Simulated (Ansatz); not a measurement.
# How AlAs (F-43m) expands on warming, part 2 of 2

Aim: the lattice, expansion, heat capacity and bulk modulus of AlAs as it warms.

Experimental results on record:
- heat capacity C_P per formula unit 45.8 J/mol/K and bulk modulus 77 GPa near room temperature (given in “High-Throughput Prediction of Finite-Temperature Properties using the Quasi-Harmonic Approximation”, 2016, arXiv:1603.06924)

Ansatz 0.2.0; DFT PBE, scalar-relativistic, plane waves, PAW (the session's first sound run).

So far. Step 2 (A first coarse run): The start is under 2.6 GPa at this level and looks like an insulator or semiconductor on this mesh. Step 4 (Relaxing to small residual forces and stress): The residual pressure is 0.0030 GPa, small enough for phonons. The relaxed cell has a = 5.728 Å (conventional setting).

### Step 5. Relaxing at another setting

The functional, the potentials or the cutoff change, so the crystal is relaxed again at the new setting.

This step: DFT PBE+D3(BJ), scalar-relativistic, plane waves, PAW (Ansatz 0.2.0).

File input.yaml:

```yaml
crystal:
  lattice:
    - [0.0, 2.8641711986, 2.8641711986]
    - [2.8641711986, 0.0, 2.8641711986]
    - [2.8641711986, 2.8641711986, 0.0]
  atoms:
    - { symbol: Al, position: [0.0, 0.0, 0.0] }
    - { symbol: As, position: [0.25, 0.25, 0.25] }
kpoints:
  mp_grid: { grid: [8, 8, 8] }
hamiltonian:
  xc: pbe
  dispersion: d3bj
scf:
  occupations: { method: fixed }
output:
  forces: true
  stress: true
  eigenvalues: true
relax:
  adjacent_minimum: "off"
  f_tol: 0.001
  max_steps: 60
  cell: { stress_tol: 0.01 }
```

Command:

```bash
$ ansatz run input.yaml --threads 4 --pin off --max-ram 16384MiB --backend cpu --events-out ev --progress --plain --runs-dir out
```

Numbers of over 12 decimals in the logs are rounded to 6 here.

The log of the run:

```text
[...]
Crystal: 2 atoms, lattice volume = 46.992 Å³
Basis set: ecut = 420 eV, 941 PW (Γ), exchange–correlation on 60×60×60 points (8 copies of the dense FFT grid, shifted against one another)
Bands: 13, of which v1, the nominal top of the filled ones, is band 9 counted from 1 (8 counted from 0)
Symmetry: 24 space group operations
[...]
k-points: 29 of 512 (time reversal used)
[...]
SCF iter   1: F=—  HF=-5395.225706 eV  |F-HF|=—  |Δ(HF+E_count)|=         —  Δρ=1.78e-3  dr2=2.80e-3  ethr=1.77e-3  ⟨swp⟩=4.8  Hψ=1948  notcnv=0  defer=50
[...]
SCF iter   6: F=-5395.224790 eV  HF=-5395.224790 eV  |F-HF|=8.77e-10  |Δ(HF+E_count)|=   1.07e-8  Δρ=1.22e-6  dr2=5.06e-10  ethr=4.51e-11  ⟨swp⟩=4.0  Hψ=1897  notcnv=0
SCF 1 converged in 6 iterations: F = -5395.224790 eV  dr2 = 5.06e-10
[...]
relax step   1: F+E_penalty+E_count = -5395.22478973 eV  Δ(F+E_penalty+E_count) = +0.000e0 eV  max|allowed force component| = 8.963e-17 eV/Å  Δτ_max = 0.0000 Å  P = -2.280 GPa  Ω = 46.992 Å³  (6 SCF iters, dr2 threshold 1.00e-7 eV, accepted)
Crystal: 2 atoms, lattice volume = 45.576 Å³
Basis set: ecut = 420 eV, 893 PW (Γ), exchange–correlation on 60×60×60 points (8 copies of the dense FFT grid, shifted against one another)
[...]
SCF iter   5: F=-5395.236271 eV  HF=-5395.236271 eV  |F-HF|=7.82e-9  |Δ(HF+E_count)|=   5.13e-7  Δρ=5.00e-6  dr2=8.31e-9  ethr=1.11e-9  ⟨swp⟩=6.4  Hψ=1997  notcnv=0
SCF 2 converged in 5 iterations: F = -5395.236271 eV  dr2 = 8.31e-9
relax step   2: F+E_penalty+E_count = -5395.23627117 eV  Δ(F+E_penalty+E_count) = -1.148e-2 eV  max|allowed force component| = 3.961e-17 eV/Å  Δτ_max = 0.0000 Å  P = -0.205 GPa  Ω = 45.576 Å³  energy of the carried Pulay correction = +2.472e-4 eV  (5 SCF iters, dr2 threshold 2.00e-7 eV, accepted)
Crystal: 2 atoms, lattice volume = 45.441 Å³
[...]
SCF iter   4: F=-5395.236377 eV  HF=-5395.236377 eV  |F-HF|=5.35e-9  |Δ(HF+E_count)|=   3.44e-8  Δρ=4.51e-6  dr2=5.75e-9  ethr=5.84e-10  ⟨swp⟩=6.0  Hψ=1843  notcnv=0
SCF 3 converged in 4 iterations: F = -5395.236377 eV  dr2 = 5.75e-9
relax step   3: F+E_penalty+E_count = -5395.23637736 eV  Δ(F+E_penalty+E_count) = -1.062e-4 eV  max|allowed force component| = 3.422e-17 eV/Å  Δτ_max = 0.0000 Å  P = +0.012 GPa  Ω = 45.441 Å³  energy of the carried Pulay correction = +2.712e-4 eV  (4 SCF iters, dr2 threshold 1.05e-7 eV, accepted)
[...]
relax step   4: F+E_penalty+E_count = -5395.23637633 eV  Δ(F+E_penalty+E_count) = +1.028e-6 eV  max|allowed force component| = 2.747e-17 eV/Å  Δτ_max = 0.0000 Å  P = -0.000 GPa  Ω = 45.448 Å³  energy of the carried Pulay correction = +2.699e-4 eV  (3 SCF iters, dr2 threshold 3.34e-10 eV, accepted)
Basis set: ecut = 420 eV, 893 PW (Γ), exchange–correlation on 54×54×54 points (8 copies of the dense FFT grid, shifted against one another)
[...]
SCF iter   6: F=-5395.236138 eV  HF=-5395.236138 eV  |F-HF|=0.00e0  |Δ(HF+E_count)|=  4.55e-12  Δρ=1.57e-8  dr2=4.26e-14  ethr=1.00e-12  ⟨swp⟩=6.8  Hψ=1856  notcnv=0
SCF 5 converged in 6 iterations: F = -5395.236138 eV  dr2 = 4.26e-14
relax step   5: F+E_penalty+E_count = -5395.23613764 eV  Δ(F+E_penalty+E_count) = +2.387e-4 eV  max|allowed force component| = 3.415e-17 eV/Å  Δτ_max = 0.0000 Å  P = -0.007 GPa  Ω = 45.448 Å³  stress off target by 7.41e-3 GPa  SCF on the basis re-selected at this cell (its energy is not comparable with the rows above)  (6 SCF iters)
basis re-selected at this cell: Δ(F+E_penalty+E_count) = +2.387e-4 eV, ΔP = -0.007 GPa vs the last step (what re-selecting the basis moved, of the pressure what is left beyond the Pulay correction that the steps carried, after the strain that the cell walked since its last selection, with what the two solves' SCF thresholds leave and, on support functions, any second-order correction that the steps lacked; it is no measure of the basis error at this ecutwfc). The dense FFT grid was sized anew with the basis: this SCF ran on 27×27×27 points, the steps before it on 30×30×30, so part of this shift can come from that change (see relax.cell in the input reference). [rest of the remark cut]
SCF converged after 6 iterations
Free energy (F): -5395.236138 eV
[...]
Internal energy: -5395.236138 eV  (E = F + TS)
E sigma→0 (E₀):  -5395.236138 eV
Fermi energy:    6.343361 eV
[...]
--- Stress (GPa, compression-positive) ---
       -0.007407      -0.000000       0.000000
        0.000000      -0.007407       0.000000
        0.000000       0.000000      -0.007407
  P = ⅓ Tr σ = -0.0074 GPa (-0.074 kbar)
--- Band table (eV; the first three rows and the last of 29) ---
  k-point 0: bands = [... 5 lower, -5.5081, 6.3434, 6.3434, 6.3434, 8.3802, 10.6431, 10.6431, 10.6431]
  k-point 1: bands = [... 5 lower, -5.3558, 4.9202, 6.1836, 6.1836, 9.1303, 10.9238, 10.9238, 11.0425]
  k-point 2: bands = [... 5 lower, -4.9336, 2.9686, 5.8678, 5.8678, 8.9578, 11.2640, 11.2640, 12.7869]
  k-point 28: bands = [... 5 lower, -3.5199, 1.2729, 3.1829, 3.5371, 10.6716, 11.9827, 12.0512, 12.4076]
--- Relaxed structure (4 steps of the walk, 4 accepted, 1 SCFs on fresh bases) ---
[...]
cell:  # Å, volume = 45.4480 Å³
    - [0, 2.832446, 2.832446]
    - [2.832446, 0, 2.832446]
    - [2.832446, 2.832446, 0]
  atoms:
    - { symbol: Al, position: [0, 0, 0] }
    - { symbol: As, position: [0.25, 0.25, 0.25] }
```

Run time: 2 s. Hardware: 4 threads of Intel Xeon Platinum 8559C (Emerald Rapids), shared host; peak memory 0.4 GiB; 6.7 s of CPU time.

Step by step:

```csv
step,energy less that of the first step (eV),largest force component (eV/Å),pressure (GPa),volume (Å³)
1,0.0000,0.0000,-2.28,46.99
2,-0.0115,0.0000,-0.21,45.58
3,-0.0116,0.0000,0.01,45.44
4,-0.0116,0.0000,0.00,45.45
5*,-0.0113,0.0000,-0.01,45.45
```

Relaxation steps marked * repeat the geometry before them on a plane-wave basis chosen anew for their cell, so energy and pressure can jump there.

Forces are held to the 24 operations that the run works with; a distortion that breaks them can't arise in this run.

```csv
"conventional cell, symmetrised",before,after,change
a (Å),5.728,5.665,-1.1 %
b (Å),5.728,5.665,-1.1 %
c (Å),5.728,5.665,-1.1 %
volume (Å³/atom),23.50,22.72,-3.3 %
```

Final coordinates:

```
Al As
1.0
     0.00000    2.83245    2.83245
     2.83245    0.00000    2.83245
     2.83245    2.83245    0.00000
Al As
1 1
Direct
  0.00000 0.00000 0.00000
  0.25000 0.25000 0.25000
```

This step gave:

* pressure: -0.007407 GPa
* gap on the k-mesh: 1.448 eV
* volume per atom: 22.72 Å³

The residual pressure is -0.0074 GPa, small enough for phonons.

### Step 6. The quasi-harmonic study

The study relaxes the crystal at several strains, solves the phonons on some of them and minimises the free energy at each temperature (static energy, vibrations, the electrons in a metal, and PV under a set pressure); the q-mesh sets how far the force constants reach.

input.yaml, the sections that differ from step 5:

```yaml
crystal:
  lattice:
    - [0.0, 2.8324458419, 2.8324458419]
    - [2.8324458419, 0.0, 2.8324458419]
    - [2.8324458419, 2.8324458419, 0.0]
  atoms:
    - { symbol: Al, position: [0.0, 0.0, 0.0] }
    - { symbol: As, position: [0.25, 0.25, 0.25] }
output:
  eigenvalues: true
phonons:
  method: dfpt
  qmesh: [4, 4, 4]
  temperatures: { t_max: 800.0, t_step: 50 }
  thermal_expansion: {}
# kpoints, hamiltonian, scf: as in step 5
# relax: removed
```

The log of the run:

```text
Warning: phonons: the dynamical matrix that this run interpolates holds no multipole term above the dipole-dipole one, and a site of this crystal is no centre of inversion, so its interpolated transverse optical and acoustic branches and sound speeds can stay off near Gamma, and the density of states and the thermodynamics with them. What a run solves at a wave vector of phonons.qpoints, Gamma apart, where the deck admits one, is free of this, and under fd what a larger phonons.supercell samples
[...]
Crystal: 2 atoms, lattice volume = 45.448 Å³
Basis set: ecut = 487.2 eV, 1067 PW (Γ), exchange–correlation on 60×60×60 points (8 copies of the dense FFT grid, shifted against one another)
Bands: 13, of which v1, the nominal top of the filled ones, is band 9 counted from 1 (8 counted from 0)
Symmetry: 24 space group operations
[...]
k-points: 29 of 512 (time reversal used)
[...]
SCF iter   1: F=—  HF=-5395.237710 eV  |F-HF|=—  |Δ(HF+E_count)|=         —  Δρ=1.67e-3  dr2=2.30e-3  ethr=1.77e-3  ⟨swp⟩=4.9  Hψ=1959  notcnv=0  defer=50
[...]
SCF iter   7: F=-5395.236908 eV  HF=-5395.236908 eV  |F-HF|=1.73e-11  |Δ(HF+E_count)|=  1.08e-10  Δρ=1.95e-7  dr2=9.04e-12  ethr=1.00e-12  ⟨swp⟩=5.4  Hψ=2310  notcnv=0
SCF 1 converged in 7 iterations: F = -5395.236908 eV  dr2 = 9.04e-12
[...]
relax step   1: F+E_penalty+E_count = -5395.23690768 eV  Δ(F+E_penalty+E_count) = +0.000e0 eV  max|allowed force component| = 9.772e-17 eV/Å  Δτ_max = 0.0000 Å  (7 SCF iters, accepted)
SCF converged after 7 iterations
Free energy (F): -5395.236908 eV
[...]
Internal energy: -5395.236908 eV  (E = F + TS)
E sigma→0 (E₀):  -5395.236908 eV
Fermi energy:    6.343294 eV
[...]
--- Stress (GPa, compression-positive) ---
       -0.007643      -0.000000       0.000000
        0.000000      -0.007643       0.000000
       -0.000000       0.000000      -0.007643
  P = ⅓ Tr σ = -0.0076 GPa (-0.076 kbar)
--- Band table (eV; the first three rows and the last of 29) ---
  k-point 0: bands = [... 5 lower, -5.5081, 6.3433, 6.3433, 6.3433, 8.3802, 10.6429, 10.6429, 10.6429]
  k-point 1: bands = [... 5 lower, -5.3558, 4.9201, 6.1835, 6.1835, 9.1302, 10.9236, 10.9236, 11.0423]
  k-point 2: bands = [... 5 lower, -4.9337, 2.9685, 5.8677, 5.8677, 8.9577, 11.2639, 11.2639, 12.7868]
  k-point 28: bands = [... 5 lower, -3.5200, 1.2729, 3.1828, 3.5370, 10.6714, 11.9827, 12.0509, 12.4073]
── thermal expansion: 3 new cells, 3 in all ──
thermal expansion: variable-cell relaxation of cell 1
thermal expansion: relaxation of cell 1
thermal expansion: relaxation of cell 2
thermal expansion: relaxation of cell 3
── thermal expansion: 2 new cells, 5 in all ──
thermal expansion: relaxation of cell 4
thermal expansion: lower-state search of cell 4
thermal expansion: phonons of cell 4
thermal expansion: relaxation of cell 5
thermal expansion: phonons of cell 5
── thermal expansion: 5 new cells, 10 in all ──
thermal expansion: relaxation of cell 6
thermal expansion: relaxation of cell 7
thermal expansion: relaxation of cell 8
thermal expansion: relaxation of cell 9
thermal expansion: relaxation of cell 10
thermal expansion: phonons of cell 6
thermal expansion: phonons of cell 7
--- Relaxed structure (1 steps of the walk, 1 accepted, 0 SCFs on fresh bases) ---
  F+E_penalty+E_count = -5395.23690768 eV   max|allowed force component| = 9.772e-17 eV/Å
  atoms:
    - { symbol: Al, position: [0.0, 0.0, 0.0] }
    - { symbol: As, position: [0.250000, 0.250000, 0.250000] }
--- Thermal expansion: 10 cells in 3 rounds, 0 GPa ---
  no lower state was reached at cell 4
  without vibrations: a 4.00554, b 4.00554, c 4.00554 Å, V 45.4432 Å³, B 73.08 GPa
  at 0 K: a 4.01132, b 4.01132, c 4.01132 Å, V 45.6400 Å³, B 72.04 GPa
  zero-point expansion: a +0.144, b +0.144, c +0.144, V +0.433 %
      T/K        a/Å        b/Å        c/Å       V/Å³ | expansion of a, b, c, V (1e-6/K)   | that of V in the mean from 25 °C | C_P, C_V (J/mol K of the cell) | B_T, B_S (GPa)
     0.00    4.01132    4.01132    4.01132    45.6400 |    0.00    0.00    0.00    0.00 |    4.58 |     0.000     0.000 |    72.04    72.04
   100.00    4.01114    4.01114    4.01114    45.6339 |    0.10    0.10    0.10    0.31 |    7.58 |    23.358    23.358 |    71.81    71.81
   200.00    4.01178    4.01178    4.01178    45.6558 |    2.80    2.80    2.80    8.41 |   10.41 |    38.407    38.379 |    71.12    71.17
   298.15    4.01315    4.01315    4.01315    45.7025 |    3.98    3.98    3.98   11.94 |       - |    44.050    43.968 |    70.33    70.46
   350.00    4.01401    4.01401    4.01401    45.7321 |    4.32    4.32    4.32   12.97 |   12.49 |    45.569    45.456 |    69.89    70.06
   450.00    4.01584    4.01584    4.01584    45.7946 |    4.75    4.75    4.75   14.26 |   13.28 |    47.293    47.119 |    69.04    69.29
   550.00    4.01781    4.01781    4.01781    45.8620 |    5.03    5.03    5.03   15.09 |   13.86 |    48.242    48.006 |    68.18    68.52
   650.00    4.01988    4.01988    4.01988    45.9328 |    5.24    5.24    5.24   15.72 |   14.32 |    48.829    48.530 |    67.33    67.74
   750.00    4.02202    4.02202    4.02202    46.0062 |    5.41    5.41    5.41   16.23 |   14.71 |    49.228    48.864 |    66.47    66.97
   800.00    4.02311    4.02311    4.02311    46.0439 |    5.49    5.49    5.49   16.47 |   14.88 |    49.385    48.987 |    66.05    66.58
  the static fit leaves 0.000 meV an atom of the energies and, of the stresses, 0.000 GPa of each cell's largest along a strain (root mean squares over the cells), whose Pulay part it has at -0.004 GPa
  vibrations' free energy: its fit passes through its cells
  the electrons' free energy at temperature is not in it: every band gap is over 0.83 eV
  free energies summed between the sampled wave vectors
  estimated error of the fitted expansion in any direction: up to 0.017e-6/K, at 800 K, with few degrees of freedom (an estimate, not a bound: it was exceeded on models of known expansion)
  the energies and the vibrations are of d3bj (s6 = 1.0, s8 = 0.7875, a1 = 0.4289, a2_bohr = 4.4407) at the weights and the pressure of the crystal at rest
  by sums over the sampled wave vectors an expansion of the volume parts by up to 0.80e-6/K
  by a static energy of one degree less an expansion of the volume parts by up to 0.00e-6/K
  band gaps on the cells' k-points are 1.396 to 1.501 eV
```

Wall time 4.5 min (4 threads); peak memory 1.3 GiB.

Numbers from this step:

```
pressure                                         : -0.007643 GPa
volume expansion coefficient at 298 K            : 11.94 1e-6/K
C_P at 298 K                                     : 22.02 J/mol-atom/K
entropy at 298 K                                 : 27.46 J/mol-atom/K
isothermal bulk modulus at 298 K                 : 70.33 GPa
Grüneisen parameter at 298 K                     : 0.5256
volume at 298 K                                  : 22.85 Å³/atom
principal linear expansion coefficients at 298 K : 3.98, 3.98, 3.98 1e-6/K
```

Strained cells of the study; zero-point energy where phonons were solved; the pressures are stresses at a fixed cutoff and can carry an offset from the finite basis. Expansion cells, by row:

```csv
cell,|a| (Å),|b| (Å),|c| (Å),V (Å³/atom),E - E_lowest (meV/atom),"pressure, compression positive (GPa)",gap (eV),zero-point energy (meV/atom)
1,4.006,4.006,4.006,22.72,0,-0.012,1.448,-
2,4.038,4.038,4.038,23.27,2.934,-1.671,1.488,-
3,3.974,3.974,3.974,22.19,2.989,1.826,1.406,-
4,4.006,4.006,4.006,22.73,0,-0.02,1.449,43.99
5,4.026,4.026,4.026,23.07,1.181,-1.078,1.474,43.33
6,4.015,4.015,4.015,22.89,0.267,-0.522,1.46,43.68
7,4.034,4.034,4.034,23.21,2.284,-1.482,1.484,43.06
8,3.966,3.966,3.966,22.06,4.678,2.309,1.396,-
9,3.986,3.986,3.986,22.39,1.139,1.108,1.423,-
10,4.048,4.048,4.048,23.45,5.065,-2.164,1.501,-
```

Quasi-harmonic; a, b, c are the run's own cell vectors. Expansion, by row:

```csv
T (K),a (Å),b (Å),c (Å),alpha (deg),beta (deg),gamma (deg),cell volume (Å³/cell),alpha_a (1e-6/K),alpha_b (1e-6/K),alpha_c (1e-6/K),alpha_V (1e-6/K),C_P (J/mol-atom/K),C_V (J/mol-atom/K),S (J/mol-atom/K),B_T (GPa),B_S (GPa),Grueneisen,extrapolation,fit error (1e-6/K)
0,4.011,4.011,4.011,60,60,60,45.64,0,0,0,0,0,0,0,72.04,72.04,-,0,0
50,4.011,4.011,4.011,60,60,60,45.64,-0.86,-0.86,-0.86,-2.59,5.397,5.397,2.629,72,72,-0.475,0,0
100,4.011,4.011,4.011,60,60,60,45.63,0.1,0.1,0.1,0.31,11.68,11.68,8.387,71.81,71.81,0.026,0,0
150,4.011,4.011,4.011,60,60,60,45.64,1.68,1.68,1.68,5.05,16.31,16.31,14.06,71.5,71.51,0.304,0,0
200,4.012,4.012,4.012,60,60,60,45.66,2.8,2.8,2.8,8.41,19.2,19.19,19.19,71.12,71.17,0.428,0,0.01
250,4.012,4.012,4.012,60,60,60,45.68,3.52,3.52,3.52,10.56,20.96,20.93,23.68,70.72,70.82,0.491,0,0.01
298.1,4.013,4.013,4.013,60,60,60,45.7,3.98,3.98,3.98,11.94,22.02,21.98,27.46,70.33,70.46,0.526,0,0.01
300,4.013,4.013,4.013,60,60,60,45.7,3.99,3.99,3.99,11.98,22.06,22.02,27.6,70.31,70.44,0.527,0,0.01
350,4.014,4.014,4.014,60,60,60,45.73,4.32,4.32,4.32,12.97,22.79,22.73,31.06,69.89,70.06,0.549,0,0.01
400,4.015,4.015,4.015,60,60,60,45.76,4.57,4.57,4.57,13.7,23.29,23.21,34.14,69.47,69.68,0.565,0,0.02
450,4.016,4.016,4.016,60,60,60,45.79,4.75,4.75,4.75,14.26,23.65,23.56,36.9,69.04,69.29,0.576,0,0.02
500,4.017,4.017,4.017,60,60,60,45.83,4.9,4.9,4.9,14.71,23.91,23.81,39.41,68.61,68.91,0.585,0,0.02
550,4.018,4.018,4.018,60,60,60,45.86,5.03,5.03,5.03,15.09,24.12,24,41.7,68.18,68.52,0.592,0,0.02
600,4.019,4.019,4.019,60,60,60,45.9,5.14,5.14,5.14,15.42,24.28,24.15,43.8,67.76,68.13,0.598,0,0.01
650,4.02,4.02,4.02,60,60,60,45.93,5.24,5.24,5.24,15.72,24.41,24.27,45.75,67.33,67.74,0.603,0,0.01
700,4.021,4.021,4.021,60,60,60,45.97,5.33,5.33,5.33,15.98,24.52,24.36,47.56,66.9,67.35,0.608,0,0.01
750,4.022,4.022,4.022,60,60,60,46.01,5.41,5.41,5.41,16.23,24.61,24.43,49.26,66.47,66.97,0.612,0,0.01
800,4.023,4.023,4.023,60,60,60,46.04,5.49,5.49,5.49,16.47,24.69,24.49,50.85,66.05,66.58,0.616,0,0.02
```

The expansion coefficient by temperature; values in 1e-6/K:

```csv
temperature (K),volume,principal 1
0,0,0
50,-2.59,-0.86
100,0.31,0.1
150,5.05,1.68
200,8.41,2.8
250,10.6,3.52
298,11.9,3.98
300,12.0,3.99
350,13.0,4.32
400,13.7,4.57
450,14.3,4.75
500,14.7,4.9
550,15.1,5.03
600,15.4,5.14
650,15.7,5.24
700,16.0,5.33
750,16.2,5.41
800,16.5,5.49
```

At 298 K the volume expansion is 11.9 × 10⁻⁶/K and B_T is 70.3 GPa. The program raised the cutoff to 487.2 eV by itself: with no cutoff typed, the study takes about 1.16 times the default for its relaxations and scales it with the volume for the phonons.

### Step 7. Outcome

```yaml
settings_of_these_figures: PBE+D3(BJ), 487.2 eV, k 8×8×8, q 4×4×4
volume_expansion_coefficient_at_298_k: 11.94 1e-6/K
c_p_at_298_k: 22.02 J/mol-atom/K
entropy_at_298_k: 27.46 J/mol-atom/K
isothermal_bulk_modulus_at_298_k: 70.33 GPa
grueneisen_parameter_at_298_k: 0.5256
volume_at_298_k: 22.85 Å³/atom
principal_linear_expansion_coefficients_at_298_k: 3.98, 3.98, 3.98 1e-6/K
```

In words: Near room temperature AlAs expands by 11.9 × 10⁻⁶/K in volume by PBE+D3(BJ), with C_P = 22.0 J/(mol K) per mole of atoms and B_T = 70.3 GPa. At low temperature the volume shrinks on warming, because modes with negative Grüneisen parameters outweigh the rest; the coefficient turns positive near 90 K. C_P at room temperature is 88 % of the classical 3R an atom, so the stiffest modes are still partly frozen out. A measured bulk modulus near room temperature is 77 GPa (arXiv:1603.06924); the calculated 70.3 GPa differs by -9 %. The table does not say whether its value is isothermal or adiabatic. A measured heat capacity per formula unit near room temperature is 45.8 J/mol/K (arXiv:1603.06924); the calculated 44.0 J/mol/K differs by -4 %. The interpolation has no quadrupole term, so branches near the zone centre are less sure, since this crystal has sites that are not centres of inversion. The dispersion term is taken with its C6 weights frozen at the crystal at rest, in the force constants and, in the expansion study, in the energies too.

[Logs are printed without paths, hosts, clocks, repeated set-up lines and the standing remarks that a program may print on its own settings, such as how far it seeks lower states.]

[Hosts, paths, dates, database ids (printed as entryN), source tags and the programs' standing remarks are cut or masked in the printed files.]

[A step with changed settings may run another functional than the one named; its input shows which.]
